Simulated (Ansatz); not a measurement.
# CoO: the cost of one run

Computed with Ansatz 0.2.0 (DFT PBE, scalar-relativistic, plane waves, PAW, unless a step's input says otherwise).

1 further run of the same task is left out (set aside as unsound or not needed).

**1. The structure to begin with**

It takes space group Fm-3m (No. 225, cubic). Conventional cell: a = 4.248 Å, b = 4.248 Å, c = 4.248 Å, α = 90.00°, β = 90.00°, γ = 90.00°. Co (site symmetry m-3m) has 6 O at 2.12 Å as nearest neighbours. O (site symmetry m-3m) is surrounded by 6 Co at 2.12 Å.

Coordinates:

```
CELL_PARAMETERS angstrom
0.00000 2.12416 2.12416
2.12416 0.00000 2.12416
2.12416 2.12416 0.00000
ATOMIC_POSITIONS crystal
Co 0.00000 0.00000 0.00000
O 0.50000 0.50000 0.50000
```

This cell was relaxed beforehand with the same method: volume 9.58 Å³/atom, gap on the mesh none (metal), site moments up to 2.5 μB.

**2. Bands, states and charges**

input.yaml reads:

```yaml
crystal:
  lattice:
    - [0.0, 2.1241565611, 2.1241565611]
    - [2.1241565611, 0.0, 2.1241565611]
    - [2.1241565611, 2.1241565611, 0.0]
  atoms:
    - { symbol: Co, position: [0.0, 0.0, 0.0], spin: 2.74 }
    - { symbol: O, position: [0.5, 0.5, 0.5], spin: 0.35 }
basis:
  ecutwfc: 420
kpoints:
  mp_grid: { grid: [16, 16, 16] }
  band_path:
    path:
      - [[0.0, 0.0, 0.0], [0.5, 0.0, 0.5], [0.625, 0.25, 0.625]]
      - [[0.375, 0.375, 0.75], [0.0, 0.0, 0.0], [0.5, 0.5, 0.5], [0.5, 0.25, 0.75], [0.5, 0.0, 0.5]]
    npoints: 14
hamiltonian:
  xc: pbe
scf:
  occupations: { method: gaussian, width: 0.1 }
  n_extra_bands: 6
output:
  forces: true
  stress: true
  eigenvalues: true
  populations: true
  dos: { projected: true, de: 0.02, nscf_kmesh: { grid: [24, 24, 24] } }
  bader: true
  write_density: true
  write_potential: true
  elf: true
  volumetric_format: npy
magnetization:
  spin_polarized: true
checkpoint:
  read: start.run
  write: ck
  compress: false
  write_wavefunctions: false
  write_every: 100000
```

Started as:

```bash
$ ansatz run input.yaml --threads 1 --pin off --max-ram 2560MiB --backend cpu --events-out ev --progress --plain --runs-dir out
```

Q: Estimate wall time and peak memory on 1 thread of Intel Xeon at 2.50GHz (Skylake/Cascade Lake), shared host.

About 74 s, with a peak of 0.4 GiB.
